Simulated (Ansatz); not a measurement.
Crystal: Br.

```xyz
4
Lattice="3.3632 -2.3226 0.0000 3.3632 2.3226 0.0000 0.0000 0.0000 8.7023" Properties=species:S:1:pos:R:3 pbc="T T T"
Br    3.3632    0.6266    3.3948
Br    3.3632    1.6959    7.7459
Br    3.3632   -0.6266    5.3075
Br    3.3632   -1.6959    0.9564
```

Base run:

- Program: Ansatz 0.2.0
- Functional: HF
- Potentials or basis: Ansatz PAW
- Cutoff: 420 eV (not typed: the program's choice for these potentials)
- k mesh: 4 × 4 × 2
- Occupations: fermi-dirac, width 0.05 eV
- Spin: no spin polarisation

Its results: band gap on the k mesh 10.30 eV, indirect (least direct gap 10.56 eV); pressure 2.5 GPa; largest force 0.573 eV/Å.

**Question.** After a change of settings the same cell gave: band gap on the k mesh 5.95 eV, indirect (least direct gap 6.13 eV); pressure -0.5 GPa; largest force 0.422 eV/Å. Which change was it?
A. functional from HF to LDA; k mesh from 4 × 4 × 2 to 7 × 7 × 3
B. functional from HF to PBEsol; k mesh from 4 × 4 × 2 to 7 × 7 × 3
C. functional from HF to r2SCAN50; cutoff from 420 eV (not typed: the program's choice for these potentials) to 500 eV (not typed: the program's choice for these potentials)

**Answer.** C.

Caveats: the PAW data sets come from PBE, with cores solved anew for the run's functional, which leaves a small shift of forces and pressure; the thresholds are loose for stress; the k mesh misses the band edges, so the gap on the mesh is wider than the one along the path (some runs).

Runs at the PBE level aren't shown here.
